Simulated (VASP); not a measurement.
Si, 2 atoms in the cell. The structure is cubic, space group Fd-3m (No. 227). The conventional cell has a = 5.444 Å, b = 5.444 Å, c = 5.444 Å, α = 90.00°, β = 90.00°, γ = 90.00°. Si (site symmetry -43m) has 4 Si at 2.36 Å as nearest neighbours. 

| Quantity | Value |
| --- | --- |
| Program | VASP 6.6.1 |
| Task | single point |
| Functional | PBE |
| Potentials or basis | VASP PAW PBE potentials, release 64 (Si) |
| Cutoff | 520 eV |
| k mesh | 8 × 8 × 8 |
| Occupations | gaussian, width 0.012 eV |
| Spin | no spin polarisation |
| Further INCAR settings | ALGO = Normal; EDIFF = 1e-06 |

Potentials or basis: VASP PAW PBE potentials, release 64 (Si).

Run with:

```sh
$ cat potpaw_PBE.64/Si/POTCAR > POTCAR
$ mpirun -np 1 vasp_std > vasp.out
```

Hardware: 1 thread of Intel(R) Xeon(R) Platinum 8559C (Emerald Rapids) (shared host).

**Question.** Estimate the wall time of this run.

**Answer.** Run time: 7.2 s on 1 thread of Intel(R) Xeon(R) Platinum 8559C (Emerald Rapids), with other jobs on the host, peak memory 0.15 GiB. Counts: scf iterations 11, k points 29.
